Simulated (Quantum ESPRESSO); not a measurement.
MnH2O2 (Pyrochroite) under changes of volume

One of the cells (8.196 Å³/atom); the others are scaled copies at fixed shape and fractional positions:

```
CELL_PARAMETERS angstrom
3.25000 0.00000 0.00000
-1.62500 2.81458 0.00000
0.00000 0.00000 4.48000
ATOMIC_POSITIONS crystal
Mn 0.00000 0.00000 0.00000
O 0.66667 0.33333 0.77400
O 0.33333 0.66667 0.22600
H 0.66667 0.33333 0.55400
H 0.33333 0.66667 0.44600
```

| Quantity | Value |
| --- | --- |
| Program | Quantum ESPRESSO 7.5 |
| Functional | LDA |
| Potentials or basis | GBRV 1.5 LDA |
| Cutoff | 612 eV |
| Density cutoff | 4898 eV |
| k mesh | 9 × 9 × 6 |
| Occupations | fermi-dirac, width 0.05 eV |
| Spin | collinear spin, ferromagnetic start |
| Starting moments | [4.0, 0.0, 0.0, 0.0, 0.0] μB |

```csv
volume (Å³/atom),energy over the lowest point (meV/atom),pressure (GPa)
7.704,27.73,13.9
7.868,15.24,9.9
8.032,?,?
8.196,1.75,3.0
8.360,0.00,0.0
8.524,1.15,-2.7
8.688,4.95,-5.2
```

Q: What does the run at 8.032 Å³/atom give?

A: Energy over the lowest point 6.71 meV/atom; pressure 6.3 GPa.

Worked out: A Birch-Murnaghan fit of order 3 (a polynomial in V^(-2/3)) to the other rows has its minimum at 8.37 Å³/atom with B0 = V·E''(V) = 144 GPa and B' = 4.2 at fixed shape and positions, which overstates the stiffness. It gives 6.71 meV/atom at 8.032 Å³/atom, against the run's 6.71, and -dE/dV = 6.5 GPa, against 6.3.

Energies are extrapolated to zero smearing.

Caveats: a cell with one magnetic atom can't hold antiferromagnetic order, which such compounds often take.
